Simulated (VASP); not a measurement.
# Si: changing the dispersion correction

The cell as given:

It takes space group Fd-3m (No. 227, cubic). Conventional cell: a = 5.444 Å, b = 5.444 Å, c = 5.444 Å, α = 90.00°, β = 90.00°, γ = 90.00°. Si (site symmetry -43m) has 4 Si at 2.36 Å as nearest neighbours.

Kept alike: task relaxation of cell and atoms; functional revPBE; k mesh 8 × 8 × 8; occupations fermi-dirac, width 0.05 eV; no spin polarisation. Program: VASP, PBE PAW files Si, 600 eV. The mesh is that of the run's cell of 2 atoms. No spin-orbit coupling.

```csv
dispersion correction,band gap (eV),volume (Å³/atom)
D2,0.619,19.635
D3(zero),0.685,20.386
D3(BJ),0.614,19.579
D4,0.615,19.584
dDsC,0.616,19.603
none,0.709,20.683
```

Gaps hold for each row's own relaxed cell. The relaxations keep at least the cell's symmetry (Fd-3m). Relaxations stop with a little pressure left, so the last digits of a volume or edge aren't settled. A gap read on the mesh alone can miss an edge between its points. All rows use potentials made for PBE.

The band gap runs from 0.614 (D3(BJ)) to 0.709 eV (none). Measured: 1.1 eV (arxiv:1111.5263). Semilocal gaps run low as a rule. The gap moves here only through the cell or the potentials. The volume runs from 19.579 (D3(BJ)) to 20.683 Å³/atom (none). Against no correction: D2 -5.1 %; D3(zero) -1.4 %; D3(BJ) -5.3 %; D4 -5.3 %; dDsC -5.2 %. Dispersion terms mostly attract and so lower the volume; the schemes' coefficients and damping set how far. Measured: 20.02 Å³/atom at 293.15 K (arxiv:1010.2317); nearest D2; D3(zero), 0.37 Å³/atom off. The runs are for a static lattice.

The gap follows the cell volume: the larger the relaxed cell, the wider the gap, from 0.614 eV with D3(BJ) to 0.709 eV without a correction. This is the known behaviour of silicon's indirect gap, which narrows under compression. The conduction minimum lies near X, and its states respond to volume quite differently from the s-like antibonding state at Γ, which rises steeply as the bonds shorten.

D2, D3(BJ), D4 and dDsC give practically the same cell, while D3(zero) stays close to the uncorrected one. As the two D3 variants share their dispersion coefficients, their contrast probably stems from how the damping treats bonded and next-nearest neighbours. In a covalent network, the correction therefore also adjusts the functional's description of the bonds, not just long-range attraction. The wider gap without a correction reflects an overexpanded lattice and is no sign of a better electronic structure. Nor does the agreement among four schemes establish their accuracy, since the measured volume lies between their cells and that of D3(zero).
